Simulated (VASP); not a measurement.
Here is a VASP 6.6.1 calculation.

INCAR

```
SYSTEM = C
ALGO = Normal ; EDIFF = 1E-6
ENCUT = 520 ; GGA = PS
ISIF = 2 ; ISMEAR = 0
LASPH = .TRUE. ; LCHARG = .TRUE.
LELF = .TRUE. ; LREAL = .FALSE.
LVHAR = .TRUE. ; LWAVE = .FALSE.
NBANDS = 11 ; NELM = 100
PREC = Accurate ; SIGMA = 0.1
```

The input KPOINTS:

```
k-points
0
G
  18 18 4
  0 0 0
```

The input POSCAR:

```
C
1.0
    2.3239790841      0.0000000000      0.0000000000
   -1.1619895420      2.0126249247      0.0000000000
    0.0000000000      0.0000000000      8.8321945656
C
2
Direct
    0.3333333300      0.6666666700      0.0000000000
    0.6666666700      0.3333333300      0.0000000000
```

Potentials or basis: VASP PAW PBE potentials, release 64 (C).

Launch:

```bash
$ cat potpaw_PBE.64/C/POTCAR > POTCAR
$ mpirun -np 1 vasp_std > vasp.out
```

(1) Predict the band gap on the k mesh.

## Answers

(1) none (metal or under the smearing width).
